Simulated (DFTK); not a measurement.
Na under changes of volume

One of the cells (39.256 Å³/atom); the others are scaled copies at fixed shape and fractional positions:

```xyz
1
Lattice="-2.1410 2.1410 2.1410 2.1410 -2.1410 2.1410 2.1410 2.1410 -2.1410" Properties=species:S:1:pos:R:3 pbc="T T T"
Na    0.0000    0.0000    0.0000
```

* Program: DFTK 0.8.2
* Functional: RPBE
* Potentials or basis: dojo.nc.sr.pbe.v0_5.stringent.upf (PBE)
* Cutoff: 1197 eV
* k mesh: 6 × 6 × 6
* Occupations: fermi-dirac, width 0.05 eV
* Spin: no spin polarisation

```csv
volume (Å³/atom),energy over the lowest point (meV/atom),pressure (GPa)
36.901,6.15,0.7
37.686,3.39,0.5
38.471,1.49,0.3
39.256,0.38,0.1
40.041,0.00,0.0
40.827,?,?
41.612,1.15,-0.2
```

Q: What does the run at 40.827 Å³/atom give?

A: Energy over the lowest point 0.27 meV/atom; pressure -0.1 GPa.

Worked out: A Birch-Murnaghan fit of order 3 (a polynomial in V^(-2/3)) to the other rows has its minimum at 40.10 Å³/atom with B0 = V·E''(V) = 6.8 GPa and B' = 3.6. It gives 0.27 meV/atom at 40.827 Å³/atom, against the run's 0.27, and -dE/dV = -0.1 GPa, against -0.1.

Energies are extrapolated to zero smearing.

Caveats: the potentials were made for another functional, which shifts forces and pressure.
